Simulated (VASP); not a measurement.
# Mo (Im-3m) in VASP: notebook

The runs below take Mo through single point, with PBE.

All numbers are computed with VASP 6.6.1; they aren't measurements. Logs are shortened: lines on timing, memory, paths and dates and some standing lists are left out, and cuts for length are marked.

### 1 The structure

Symmetry: Im-3m, No. 229, cubic system. Conventional cell: a = 3.147 Å, b = 3.147 Å, c = 3.147 Å, α = 90.00°, β = 90.00°, γ = 90.00°. Mo (site symmetry m-3m) is surrounded by 8 Mo at 2.73 Å.

### 2 Single point, PBE

File INCAR:

```
SYSTEM = Mo
PREC = Accurate
ENCUT = 520
EDIFF = 1E-7
ISMEAR = 0
SIGMA = 0.1
LREAL = .FALSE.
LASPH = .TRUE.
NELM = 80
ALGO = Normal
ISIF = 2
LWAVE = .FALSE.
LCHARG = .FALSE.
GGA = PE
```

File KPOINTS:

```
regular mesh
0
G
  4 4 4
  0 0 0
```

File POSCAR:

```
Mo
1.0
   -1.5734150000      1.5734150000      1.5734150000
    1.5734150000     -1.5734150000      1.5734150000
    1.5734150000      1.5734150000     -1.5734150000
Mo
1
Direct
    0.0000000000      0.0000000000      0.0000000000
```

Potentials or basis: VASP PAW PBE potentials, release 64 (Mo_sv).

Launch:

```sh
$ cat potpaw_PBE.64/Mo_sv/POTCAR > POTCAR
$ mpirun -np 1 vasp_std > vasp.out
```

OUTCAR:

```text
SYSTEM = Mo
   PREC = Accurate
   ENCUT = 520
   EDIFF = 1E-7
   ISMEAR = 0
   LREAL = .FALSE.
   LASPH = .TRUE.
   NELM = 80
   ISIF = 2
   GGA = PE

 ion  position               nearest neighbor table
   1  0.000  0.000  0.000-

  LATTYP: Found a body centered cubic cell.
 ALAT       =     3.1468300000

  Lattice vectors:

 A1 = (  -1.5734150000,   1.5734150000,   1.5734150000)
 A2 = (   1.5734150000,  -1.5734150000,   1.5734150000)
 A3 = (   1.5734150000,   1.5734150000,  -1.5734150000)

Analysis of symmetry for initial positions (statically):
=====================================================================
 Subroutine PRICEL returns:
 Original cell was already a primitive cell.

 Routine SETGRP: Setting up the symmetry group for a
 body centered cubic supercell.

 Subroutine GETGRP returns: Found 48 space group operations
 (whereof 48 operations were pure point group operations)
 out of a pool of 48 trial point group operations.

The static configuration has the point symmetry O_h .

Analysis of symmetry for dynamics (positions and initial velocities):
=====================================================================
 Subroutine PRICEL returns:
 Original cell was already a primitive cell.

 Routine SETGRP: Setting up the symmetry group for a
 body centered cubic supercell.

 Subroutine GETGRP returns: Found 48 space group operations
 (whereof 48 operations were pure point group operations)
 out of a pool of 48 trial point group operations.

The dynamic configuration has the point symmetry O_h .

 Subroutine INISYM returns: Found 48 space group operations
 (whereof 48 operations are pure point group operations),
 and found     1 'primitive' translations

----------------------------------------------------------------------------------------

                                     Primitive cell

  volume of cell :      15.5808

  direct lattice vectors                    reciprocal lattice vectors
    -1.573415000  1.573415000  1.573415000     0.000000000  0.317780115  0.317780115
     1.573415000 -1.573415000  1.573415000     0.317780115  0.000000000  0.317780115
     1.573415000  1.573415000 -1.573415000     0.317780115  0.317780115  0.000000000

  length of vectors
     2.725234721  2.725234721  2.725234721     0.449408949  0.449408949  0.449408949

[... 64 lines left out ...]
   NSW    =      0    number of steps for IOM
   IBRION =     -1    ionic relax: 0-MD 1-quasi-New 2-CG
   NFREE  =      0    steps in history (QN), initial steepest desc. (CG)
   ISIF   =      2    stress and relaxation
   ISYM   =      2    0-nonsym 1-usesym 2-fastsym
   POTIM  = 0.5000    time-step for ionic-motion
   TEBEG  =    0.0;   TEEND  =   0.0 temperature during run
   PSTRESS=    0.0 pullay stress
   NELECT =      14.0000    total number of electrons
   NUPDOWN=      -1.0000    fix difference up-down
   EMIN   =  10.00;   EMAX   =-10.00  energy-range for DOS
   EFERMI =   0.00;   METHOD = LEGACY
   ISMEAR =     0;   SIGMA  =   0.10  broadening in eV -4-tet -1-fermi 0-gaus
   EFERMI_NEDOS =   21; number of points for ismear=-14 and -15
   IALGO  =     38    algorithm
   IMIX   =      4    mixing-type and parameters
     AMIX     =   0.40;   BMIX     =  1.00
     AMIX_MAG =   1.60;   BMIX_MAG =  1.00
  volume/ion in A,a.u.               =      15.58       105.14
  Fermi-wavevector in a.u.,A,eV,Ry     =   1.579747  2.985289 33.954710  2.495601
  Thomas-Fermi vector in A             =   2.680079
   LORBIT       =      0    0 simple, 1 ext, 2 COOP (PROOUT), +10 PAW based schemes
   GGA     = PE    functional components
   LHFCALC =     F    Hartree Fock is set to
   AEXX    =    0.0000 exact exchange contribution
   IVDW    =     0    specifies the selected vdW correction
   LEPSILON=     F    determine dielectric tensor
   LRPA    =     F    only Hartree local field effects (RPA)
 non-spin polarized calculation
 Gauss-broadening in eV      SIGMA  =   0.10
  energy-cutoff  :      520.00
  volume of cell :       15.58
 maximum number of plane-waves:       429
   NGX = 11   NGY = 11   NGZ = 11

 number of electron      14.0000001 magnetization

 Free energy of the ion-electron system (eV)
  ---------------------------------------------------
  ext. energy  EPLUGINS =         0.00000000
  ---------------------------------------------------
  free energy    TOTEN  =       -10.89605390 eV

  energy without entropy =      -10.89605390  energy(sigma->0) =      -10.89605390

 E-fermi :  12.4904     XC(G=0): -13.4012

 val. band max:       12.0491784244   @ k =  -0.2500   0.2500   0.2500
 cond. band min:      12.9802776488   @ k =   0.5000   0.5000   0.2500
 fundamental gap:      0.9310992244
 Fermi energy:        12.4904481675

 k-point     1 :       0.0000    0.0000    0.0000
  band No.  band energies     occupation
      1     -48.5841      2.00000
      2     -21.8458      2.00000
      3     -21.8458      2.00000
      4     -21.8458      2.00000
      5       5.3999      2.00000
      6      11.3072      2.00000
      7      11.3072      2.00000
      8      11.3072      2.00000
      9      14.3407      0.00000
     10      14.3408      0.00000
     11      27.4777      0.00000
[... 85 lines left out ...]
 k-point     8 :       0.5000    0.5000    0.5000
  band No.  band energies     occupation
      1     -48.1264      2.00000
      2     -22.8223      2.00000
      3     -22.8223      2.00000
      4     -22.8223      2.00000
      5       7.1923      2.00000
      6       7.1923      2.00000
      7      16.6839      0.00000
      8      16.6839      0.00000
      9      16.6839      0.00000
     10      21.7429      0.00000
     11      21.7429      0.00000

------------------------ aborting loop because EDIFF is reached ----------------------------------------

  FORCE on cell =-STRESS in cart. coord.  units (eV):
  Direction    XX          YY          ZZ          XY          YZ          ZX
  --------------------------------------------------------------------------------------
  -------------------------------------------------------------------------------------
  Total        0.4562760      0.4562760      0.4562760     -0.0000000     -0.0000000     -0.0000000
  in kB       46.9189553     46.9189553     46.9189553     -0.0000000     -0.0000000     -0.0000000
  external PRESSURE =      46.9189553 kB  Pullay stress =       0.0000000 kB

 VOLUME and BASIS-vectors are now :
 -----------------------------------------------------------------------------
  energy-cutoff  :      520.00
  volume of cell :       15.58
      direct lattice vectors                 reciprocal lattice vectors
    -1.573415000  1.573415000  1.573415000     0.000000000  0.317780115  0.317780115
     1.573415000 -1.573415000  1.573415000     0.317780115  0.000000000  0.317780115
     1.573415000  1.573415000 -1.573415000     0.317780115  0.317780115  0.000000000

 POSITION                                       TOTAL-FORCE (eV/Angst)
 -----------------------------------------------------------------------------------
      0.00000      0.00000      0.00000        -0.000000      0.000000     -0.000000
 -----------------------------------------------------------------------------------
    total drift:                                0.000000     -0.000000      0.000000

  FREE ENERGIE OF THE ION-ELECTRON SYSTEM (eV)
  ---------------------------------------------------
  free  energy   TOTEN  =       -10.8960538952 eV

  energy  without entropy=      -10.8960538952  energy(sigma->0) =      -10.89605390
```

OSZICAR:

```text
N       E                     dE             d eps       ncg     rms          rms(c)
DAV:   1     0.973232446103E+02    0.97323E+02   -0.85988E+03   184   0.133E+03
DAV:   2    -0.101673584488E+02   -0.10749E+03   -0.10491E+03   194   0.343E+02
DAV:   3    -0.114958892671E+02   -0.13285E+01   -0.13253E+01   200   0.407E+01
DAV:   4    -0.114992448695E+02   -0.33556E-02   -0.33554E-02   199   0.238E+00
DAV:   5    -0.114992642616E+02   -0.19392E-04   -0.19392E-04   191   0.171E-01    0.147E+01
DAV:   6    -0.109787091450E+02    0.52056E+00   -0.95526E-01   176   0.116E+01    0.426E+00
DAV:   7    -0.108995005841E+02    0.79209E-01   -0.23230E-01   179   0.537E+00    0.958E-01
DAV:   8    -0.108959749955E+02    0.35256E-02   -0.41102E-03   182   0.927E-01    0.186E-01
DAV:   9    -0.108960452666E+02   -0.70271E-04   -0.91613E-05   199   0.132E-01    0.832E-02
DAV:  10    -0.108960539225E+02   -0.86559E-05   -0.13406E-05   188   0.497E-02    0.856E-03
DAV:  11    -0.108960540786E+02   -0.15610E-06   -0.21168E-07   178   0.484E-03    0.153E-03
DAV:  12    -0.108960538820E+02    0.19667E-06   -0.11585E-08    91   0.137E-03    0.872E-05
DAV:  13    -0.108960538952E+02   -0.13232E-07   -0.69107E-10    94   0.375E-04
   1 F= -.10896054E+02 E0= -.10896054E+02  d E =-.373713E-10
```

stdout:

```text
POSCAR found type information on POSCAR Mo
 POSCAR found :  1 types and       1 ions
 scaLAPACK will be used
 LDA part: xc-table for (Slater+PW92), standard interpolation
 POSCAR, INCAR and KPOINTS ok, starting setup
 FFT: planning ... GRIDC
 FFT: planning ... GRID_SOFT
 FFT: planning ... GRID
 WAVECAR not read
 entering main loop
```

It took 2.3 s on 1 thread of AMD EPYC 9R45 (Zen 5), shared host; peak memory 0.09 GiB.

Results:

* Free energy: -10.8961 eV
* Pressure: 4.7 GPa
* Band gap on the k mesh: none (metal or under the smearing width)

Levels at points of the mesh, in eV from the Fermi level:
```tsv
k point	band 3	band 4	band 5	band 6	band 7	band 8	band 9	band 10	band 11
(0.00, 0.00, 0.00)	-34.34	-34.34	-7.09	-1.18	-1.18	-1.18	1.85	1.85	14.99
(0.50, 0.00, 0.00)	-34.79	-34.35	-5.18	-3.24	1.79	1.88	2.52	4.96	11.88
(0.50, 0.50, 0.50)	-35.31	-35.31	-5.30	-5.30	4.19	4.19	4.19	9.25	9.25
```

Caveat: the k mesh is coarse (spacing up to 0.71 Å⁻¹), so the values aren't converged.

(Continued in part 2 of 2.)
